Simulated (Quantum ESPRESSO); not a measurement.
# AgCl (Chlorargyrite): zone-centre phonons and dielectric response under several settings

```
Ag Cl
1.0
     0.00000    2.73500    2.73500
     2.73500    0.00000    2.73500
     2.73500    2.73500    0.00000
Ag Cl
1 1
Cartesian
  0.0000 0.0000 0.0000
  2.7350 2.7350 2.7350
```

All runs used Quantum ESPRESSO 7.5; k mesh 4 × 4 × 4, shifted; relaxed cell; no spin polarisation; occupations smeared at first, fixed for the response.

```csv
level,potentials,cutoff (eV),volume (Å³/atom),pressure (GPa),lowest optical mode without the field (cm⁻¹),highest mode with the field (cm⁻¹),ε∞ (mean),ε0 (mean),Born charge of atom 1 (e)
LDA,PseudoDojo 0.4.1 SR LDA standard,1170,?,0.0,?,?,?,?,?
PBE,PseudoDojo 0.4.1 SR PBE standard,1116,21.95,0.2,95,164,5.00,14.8,1.45
revPBE,PseudoDojo 0.4.1 SR PBE standard,1116,23.07,0.4,78,157,4.68,18.8,1.47
WC,PseudoDojo 0.4.1 SR PBE standard,1116,20.21,0.0,120,176,5.55,12.0,1.42
vdW-DF-cx,PseudoDojo 0.4.1 SR PBE standard,1116,20.49,0.0,129,184,5.34,10.8,1.43
```

Problem. What stands in the row left open?

Solution. Volume 19.19 Å³/atom; lowest optical mode without the field 130 cm⁻¹; highest mode with the field 183 cm⁻¹; ε∞ 5.87; ε0 11.5; Born charge of atom 1 1.41 e.

Caveats: the potentials were made for another functional, which shifts forces and pressure (some runs); before the sum rule the acoustic modes lie tens of cm⁻¹ from zero, a sign that the density grid also shifts the optical modes (some runs).

For the row left open. Caveat: the mesh is thin for the dielectric tensor, Born charges and intensities, which usually come out too large.
